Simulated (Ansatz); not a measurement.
# B: the cost of one run

Computed with Ansatz 0.2.0 (DFT PBE, scalar-relativistic, plane waves, PAW, unless a step's input says otherwise).

### 1 The structure to begin with

Symmetry: I4_1/amd, No. 141, tetragonal system. The conventional cell has a = 3.746 Å, b = 3.746 Å, c = 2.043 Å, α = 90.00°, β = 90.00°, γ = 90.00°. B (site symmetry -4m2) is surrounded by 6 B at 1.94 to 2.04 Å.

Coordinates:

```xyz
2
Lattice="-1.8729 1.8729 1.0217 1.8729 -1.8729 1.0217 1.8729 1.8729 -1.0217" Properties=species:S:1:pos:R:3 pbc="T T T"
B     0.0000    0.0000    0.0000
B     0.0000    1.8729    0.5108
```

This is candidate A: beta-tin type (I4_1/amd, No. 141).

(A quick probe on a coarse mesh, which set the mesh and smearing, is not shown.)

### 3 Rough relaxation on the coarse mesh (candidate A)

Contents of input.yaml:

```yaml
crystal:
  lattice:
    - [-1.8728847213, 1.8728847213, 1.0216931879]
    - [1.8728847213, -1.8728847213, 1.0216931879]
    - [1.8728847213, 1.8728847213, -1.0216931879]
  atoms:
    - { symbol: B, position: [0.0, 0.0, 0.0] }
    - { symbol: B, position: [0.75, 0.25, 0.5] }
basis:
  ecutwfc: 420
kpoints:
  mp_grid: { grid: [10, 10, 10] }
hamiltonian:
  xc: pbe
scf:
  occupations: { method: gaussian, width: 0.1 }
  lower_state_search: "off"
output:
  forces: true
  stress: true
  eigenvalues: true
relax:
  adjacent_minimum: "off"
  f_tol: 0.04
  max_steps: 70
  cell: { stress_tol: 0.4 }
```

**Question.** How long does this run take on 1 thread of an Arm CPU, shared host, and how much memory does it need?

About 18 s, with a peak of 0.27 GiB.
